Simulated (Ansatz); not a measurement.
# BaTiO3: the cost of one run

Program: Ansatz 0.2.0. Level of theory: DFT PBE, scalar-relativistic, plane waves, PAW. These are calculated values, not measurements.

5 further runs of the same task are left out: 1 that didn't finish, 4 set aside as unsound or not needed. Runs told in other sessions of the task aren't counted.

### 1 The system as given

It takes space group Pm-3m (No. 221, cubic). The conventional cell has a = 4.019 Å, b = 4.019 Å, c = 4.019 Å, α = 90.00°, β = 90.00°, γ = 90.00°. Around Ba (site symmetry m-3m) lie 12 O at 2.84 Å. Ti (site symmetry m-3m) is surrounded by 6 O at 2.01 Å. O (site symmetry 4/mmm) is surrounded by 2 Ti at 2.01 Å and 4 Ba at 2.84 Å.

Structure file:

```xyz
5
Lattice="4.0192 0.0000 0.0000 0.0000 4.0192 0.0000 0.0000 0.0000 4.0193" Properties=species:S:1:pos:R:3 pbc="T T T"
Ba    0.0000    0.0000    0.0000
Ti    2.0096    2.0096    2.0096
O     2.0096    2.0096    0.0000
O     2.0096    0.0000    2.0096
O     0.0000    2.0096    2.0096
```

It is the result of an earlier relaxation at this level (volume 12.99 Å³/atom; gap on the mesh: 1.78 eV).

### 2 The reference cell

The reference gives a free energy of -10159.5664 eV, pressure 0.00 GPa, largest force 0.000 eV/Å and gap on the mesh 1.78 eV. It was computed beforehand with the settings of the runs below.

### 3 Next: an energy map of one atom

Atom 3 (O) is moved by p along (0.707, 0.707, 0.000) and q along (0.000, 0.000, 1.000) (Å), all else fixed; its images in the other cells move with it. Points alike by symmetry are run once.

### 4 p = -0.200, q = -0.200

Input file input.yaml:

```yaml
crystal:
  lattice:
    - [4.0192318615, 0.0, 0.0]
    - [0.0, 4.0192318615, 0.0]
    - [0.0, 0.0, 4.0192813204]
  atoms:
    - { symbol: Ba, position: [0.0, 0.0, 0.0] }
    - { symbol: Ti, position: [0.5, 0.5, 0.5] }
    - { symbol: O, position: [0.4648138348, 0.4648138348, -0.0497601397] }
    - { symbol: O, position: [0.5, 0.0, 0.5] }
    - { symbol: O, position: [0.0, 0.5, 0.5] }
basis:
  ecutwfc: 420
kpoints:
  mp_grid: { grid: [8, 8, 8] }
hamiltonian:
  xc: pbe
scf:
  occupations: { method: gaussian, width: 0.05 }
output:
  forces: true
  stress: true
  eigenvalues: true
```

The run is started by

```bash
$ ansatz run input.yaml --threads 2 --pin off --max-ram 5120MiB --backend cpu --events-out ev --progress --plain --runs-dir out
```

**Question.** How long does this run take on 2 threads of Intel Xeon Platinum 8259CL at 2.50GHz (Skylake/Cascade Lake), shared host, and how much memory does it need?

About 11 s, with a peak of 0.59 GiB.
